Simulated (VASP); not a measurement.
# PbSe (Clausthalite) (Fm-3m) in VASP: a series of runs

Runs on PbSe (Clausthalite). Level: PBE. Tasks: single point, relaxation of cell and atoms.

Everything below comes from runs of VASP 6.6.1. Logs are shortened: lines on timing, memory, paths and dates and some standing lists are left out, and cuts for length are marked.

**Measured values to compare with.**

From a printed reference work, monograph, for a bulk crystal of PbSe: band gap 0.15 eV (direct) at 4.2 K; band gap 0.28 eV (direct) at 300 K.

The results are compared with them further down.

### 1 The cell of the first run

Symmetry: Fm-3m, No. 225, cubic system. The conventional cell has a = 6.218 Å, b = 6.218 Å, c = 6.218 Å, α = 90.00°, β = 90.00°, γ = 90.00°. Pb (site symmetry m-3m) has 6 Se at 3.11 Å within 4.1 Å. Within 4.1 Å of Se (site symmetry m-3m) lie 6 Pb at 3.11 Å.

### 2 Single point, PBE

File INCAR:

```
SYSTEM = PbSe
  PREC = Accurate
  ENCUT = 520
  EDIFF = 1E-7
  ISMEAR = 0
  SIGMA = 0.01
  LREAL = .FALSE.
  LASPH = .TRUE.
  NELM = 80
  ALGO = Normal
  ISIF = 2
  LWAVE = .FALSE.
  LCHARG = .TRUE.
  GGA = PE
  LELF = .TRUE.
  LVHAR = .TRUE.
  NBANDS = 17
```

File KPOINTS:

```
regular mesh
0
G
  10 10 10
  0 0 0
```

File POSCAR:

```
PbSe
1.0
    0.0000000000      3.1089437947      3.1089437947
    3.1089437947      0.0000000000      3.1089437947
    3.1089437947      3.1089437947      0.0000000000
Pb Se
1 1
Direct
    0.0000000000      0.0000000000      0.0000000000
    0.5000000000      0.5000000000      0.5000000000
```

Potentials or basis: VASP PAW PBE potentials, release 64 (Pb_d, Se).

On the command line:

```sh
$ cat potpaw_PBE.64/Pb_d/POTCAR potpaw_PBE.64/Se/POTCAR > POTCAR
$ mpirun -np 1 vasp_std > vasp.out
```

OUTCAR:

```text
SYSTEM = PbSe
   PREC = Accurate
   ENCUT = 520
   EDIFF = 1E-7
   ISMEAR = 0
   LREAL = .FALSE.
   LASPH = .TRUE.
   NELM = 80
   ISIF = 2
   GGA = PE

 ion  position               nearest neighbor table
   1  0.000  0.000  0.000-   2 3.11   2 3.11   2 3.11   2 3.11   2 3.11   2 3.11
   2  0.500  0.500  0.500-   1 3.11   1 3.11   1 3.11   1 3.11   1 3.11   1 3.11

  LATTYP: Found a face centered cubic cell.
 ALAT       =     6.2178875894

  Lattice vectors:

 A1 = (   0.0000000000,   3.1089437947,   3.1089437947)
 A2 = (   3.1089437947,   0.0000000000,   3.1089437947)
 A3 = (   3.1089437947,   3.1089437947,   0.0000000000)

Analysis of symmetry for initial positions (statically):
=====================================================================
 Subroutine PRICEL returns:
 Original cell was already a primitive cell.

 Routine SETGRP: Setting up the symmetry group for a
 face centered cubic supercell.

 Subroutine GETGRP returns: Found 48 space group operations
 (whereof 48 operations were pure point group operations)
 out of a pool of 48 trial point group operations.

The static configuration has the point symmetry O_h .

Analysis of symmetry for dynamics (positions and initial velocities):
=====================================================================
 Subroutine PRICEL returns:
 Original cell was already a primitive cell.

 Routine SETGRP: Setting up the symmetry group for a
 face centered cubic supercell.

 Subroutine GETGRP returns: Found 48 space group operations
 (whereof 48 operations were pure point group operations)
 out of a pool of 48 trial point group operations.

The dynamic configuration has the point symmetry O_h .

 Subroutine INISYM returns: Found 48 space group operations
 (whereof 48 operations are pure point group operations),
 and found     1 'primitive' translations

----------------------------------------------------------------------------------------

                                     Primitive cell

  volume of cell :      60.0992

  direct lattice vectors                    reciprocal lattice vectors
     0.000000000  3.108943795  3.108943795    -0.160826323  0.160826323  0.160826323
     3.108943795  0.000000000  3.108943795     0.160826323 -0.160826323  0.160826323
     3.108943795  3.108943795  0.000000000     0.160826323  0.160826323 -0.160826323

  length of vectors
     4.396710479  4.396710479  4.396710479     0.278559363  0.278559363  0.278559363

  position of ions in fractional coordinates (direct lattice)
     0.000000000  0.000000000  0.000000000
     0.500000000  0.500000000  0.500000000

  ion indices of the primitive-cell ions
   primitive index   ion index
                 1           1
                 2           2

----------------------------------------------------------------------------------------

 KPOINTS: regular mesh

Automatic generation of k-mesh.
 Grid dimensions read from file:
 generate k-points for:   10   10   10

 Generating k-lattice:

  Cartesian coordinates                     Fractional coordinates (reciprocal lattice)
    -0.016082632  0.016082632  0.016082632     0.100000000  0.000000000  0.000000000
     0.016082632 -0.016082632  0.016082632     0.000000000  0.100000000  0.000000000
     0.016082632  0.016082632 -0.016082632     0.000000000  0.000000000  0.100000000

  Length of vectors
     0.027855936  0.027855936  0.027855936

  Shift w.r.t. Gamma in fractional coordinates (k-lattice)
     0.000000000  0.000000000  0.000000000

 Subroutine IBZKPT returns following result:
 ===========================================

 Found     47 irreducible k-points:

 Following reciprocal coordinates:
            Coordinates               Weight
  0.000000  0.000000  0.000000      1.000000
  0.100000  0.000000  0.000000      8.000000
  0.200000  0.000000  0.000000      8.000000
  0.300000  0.000000  0.000000      8.000000
  0.400000  0.000000  0.000000      8.000000
  0.500000  0.000000  0.000000      4.000000
[... 16 lines left out ...]
  0.300000  0.300000  0.000000      6.000000
  0.400000  0.300000  0.000000     24.000000
 [... further k-points ...]
   k-points           NKPTS =     47   k-points in BZ     NKDIM =     47   number of bands    NBANDS=     17
   number of dos      NEDOS =    301   number of ions     NIONS =      2
   total plane-waves  NPLWV =  46656
   dimension x,y,z NGX =    36 NGY =   36 NGZ =   36
   dimension x,y,z NGXF=    72 NGYF=   72 NGZF=   72
   ions per type =               1   1
   NGX,Y,Z   is equivalent  to a cutoff of  13.61, 13.61, 13.61 a.u.
   NGXF,Y,Z  is equivalent  to a cutoff of  27.22, 27.22, 27.22 a.u.
 SYSTEM =  PbSe
   PREC   = accura    normal or accurate (medium, high low for compatibility)
   ISTART =      0    job   : 0-new  1-cont  2-samecut
   ICHARG =      2    charge: 1-file 2-atom 10-const
   ISPIN  =      1    spin polarized calculation?
   LNONCOLLINEAR =      F non collinear calculations
   LSORBIT =      F    spin-orbit coupling
   LASPH  =      T    aspherical Exc in radial PAW
   ENCUT  =  520.0 eV  38.22 Ry    6.18 a.u.   8.17  8.17  8.17*2*pi/ulx,y,z
   NELM   =     80;   NELMIN=  2; NELMDL= -5     # of ELM steps
   EDIFF  = 0.1E-06   stopping-criterion for ELM
   LREAL  =      F    real-space projection
   EDIFFG = 0.1E-05   stopping-criterion for IOM
   NSW    =      0    number of steps for IOM
   IBRION =     -1    ionic relax: 0-MD 1-quasi-New 2-CG
   NFREE  =      0    steps in history (QN), initial steepest desc. (CG)
   ISIF   =      2    stress and relaxation
   ISYM   =      2    0-nonsym 1-usesym 2-fastsym
   POTIM  = 0.5000    time-step for ionic-motion
   TEBEG  =    0.0;   TEEND  =   0.0 temperature during run
   PSTRESS=    0.0 pullay stress
   NELECT =      20.0000    total number of electrons
   NUPDOWN=      -1.0000    fix difference up-down
   EMIN   =  10.00;   EMAX   =-10.00  energy-range for DOS
   EFERMI =   0.00;   METHOD = LEGACY
   ISMEAR =     0;   SIGMA  =   0.01  broadening in eV -4-tet -1-fermi 0-gaus
   EFERMI_NEDOS =   21; number of points for ismear=-14 and -15
   IALGO  =     38    algorithm
   IMIX   =      4    mixing-type and parameters
     AMIX     =   0.40;   BMIX     =  1.00
     AMIX_MAG =   1.60;   BMIX_MAG =  1.00
  volume/ion in A,a.u.               =      30.05       202.78
  Fermi-wavevector in a.u.,A,eV,Ry     =   1.134476  2.143849 17.511184  1.287036
  Thomas-Fermi vector in A             =   2.271180
   LORBIT       =      0    0 simple, 1 ext, 2 COOP (PROOUT), +10 PAW based schemes
   GGA     = PE    functional components
   LHFCALC =     F    Hartree Fock is set to
   AEXX    =    0.0000 exact exchange contribution
   IVDW    =     0    specifies the selected vdW correction
   LEPSILON=     F    determine dielectric tensor
   LRPA    =     F    only Hartree local field effects (RPA)
 non-spin polarized calculation
 Gauss-broadening in eV      SIGMA  =   0.01
  energy-cutoff  :      520.00
  volume of cell :       60.10
 maximum number of plane-waves:      1639
 NGX is ok and might be reduce to    36
   NGX = 17   NGY = 17   NGZ = 17

 number of electron      20.0000002 magnetization

 Free energy of the ion-electron system (eV)
  ---------------------------------------------------
  ext. energy  EPLUGINS =         0.00000000
  ---------------------------------------------------
  free energy    TOTEN  =        -8.19816938 eV

  energy without entropy =       -8.19816938  energy(sigma->0) =       -8.19816938

 E-fermi :   4.5383     XC(G=0):  -9.3148

 val. band max:        4.4670765199   @ k =   0.5000   0.0000   0.0000
 cond. band min:       4.9049066910   @ k =   0.5000   0.0000   0.0000
 fundamental gap:      0.4378301711
 Fermi energy:         4.5383428658

 k-point     1 :       0.0000    0.0000    0.0000
  band No.  band energies     occupation
      1     -12.2668      2.00000
      2     -12.2668      2.00000
      3     -12.2668      2.00000
      4     -12.2606      2.00000
      5     -12.2606      2.00000
      6      -8.7062      2.00000
[... 9 lines left out ...]
     16      11.1167      0.00000
     17      12.6180      0.00000

 k-point     2 :       0.1000    0.0000    0.0000
  band No.  band energies     occupation
      1     -12.2664      2.00000
      2     -12.2657      2.00000
      3     -12.2657      2.00000
      4     -12.2609      2.00000
      5     -12.2609      2.00000
      6      -8.6362      2.00000
[... 9 lines left out ...]
     16      11.3323      0.00000
     17      13.3418      0.00000

 k-point     3 :       0.2000    0.0000    0.0000
  band No.  band energies     occupation
      1     -12.2688      2.00000
      2     -12.2688      2.00000
      3     -12.2655      2.00000
      4     -12.2558      2.00000
      5     -12.2558      2.00000
      6      -8.4379      2.00000
[... 9 lines left out ...]
     16      11.8912      0.00000
     17      14.7379      0.00000

 k-point     4 :       0.3000    0.0000    0.0000
  band No.  band energies     occupation
      1     -12.2746      2.00000
      2     -12.2746      2.00000
      3     -12.2645      2.00000
      4     -12.2477      2.00000
      5     -12.2477      2.00000
      6      -8.1526      2.00000
[... 9 lines left out ...]
     16      12.7439      0.00000
     17      16.0179      0.00000
[... 343 lines left out ...]
      1     -12.2789      2.00000
      2     -12.2723      2.00000
      3     -12.2623      2.00000
      4     -12.2532      2.00000
      5     -12.2465      2.00000
      6      -8.0525      2.00000
[... 9 lines left out ...]
     16      13.9388      0.00000
     17      14.6101      0.00000

 k-point    23 :       0.3000    0.3000    0.0000
  band No.  band energies     occupation
      1     -12.3142      2.00000
      2     -12.2764      2.00000
      3     -12.2503      2.00000
      4     -12.2430      2.00000
      5     -12.2430      2.00000
      6      -7.9570      2.00000
[... 9 lines left out ...]
     16      14.4906      0.00000
     17      14.9832      0.00000

 k-point    24 :       0.4000    0.3000    0.0000
  band No.  band energies     occupation
      1     -12.3273      2.00000
      2     -12.2762      2.00000
      3     -12.2516      2.00000
      4     -12.2390      2.00000
      5     -12.2367      2.00000
      6      -7.7416      2.00000
[... 9 lines left out ...]
     16      15.1651      0.00000
     17      15.9013      0.00000

 [... further k-points ...]
[... 5 lines left out ...]
  --------------------------------------------------------------------------------------
  -------------------------------------------------------------------------------------
  Total       -0.0058435     -0.0058435     -0.0058435     -0.0000000     -0.0000000      0.0000000
  in kB       -0.1557817     -0.1557817     -0.1557817     -0.0000000     -0.0000000      0.0000000
  external PRESSURE =      -0.1557817 kB  Pullay stress =       0.0000000 kB

 VOLUME and BASIS-vectors are now :
 -----------------------------------------------------------------------------
  energy-cutoff  :      520.00
  volume of cell :       60.10
      direct lattice vectors                 reciprocal lattice vectors
     0.000000000  3.108943795  3.108943795    -0.160826323  0.160826323  0.160826323
     3.108943795  0.000000000  3.108943795     0.160826323 -0.160826323  0.160826323
     3.108943795  3.108943795  0.000000000     0.160826323  0.160826323 -0.160826323

 POSITION                                       TOTAL-FORCE (eV/Angst)
 -----------------------------------------------------------------------------------
      0.00000      0.00000      0.00000        -0.000000      0.000000     -0.000000
      3.10894      3.10894      3.10894         0.000000      0.000000      0.000000
 -----------------------------------------------------------------------------------
    total drift:                                0.000000      0.000000      0.000000

  FREE ENERGIE OF THE ION-ELECTRON SYSTEM (eV)
  ---------------------------------------------------
  free  energy   TOTEN  =        -8.1981693804 eV

  energy  without entropy=       -8.1981693804  energy(sigma->0) =       -8.19816938
```

Run time: 22 s. Hardware: 1 thread of Intel Xeon Platinum 8559C (Emerald Rapids), shared host; peak memory 0.23 GiB.

Results:

- Free energy: -8.1982 eV
- Pressure: 0.0 GPa
- Band gap on the k mesh: 0.44 eV, direct

Caveat: spin-orbit coupling is left out, which moves the levels of the heavy elements.

(Continued in part 2 of 2.)
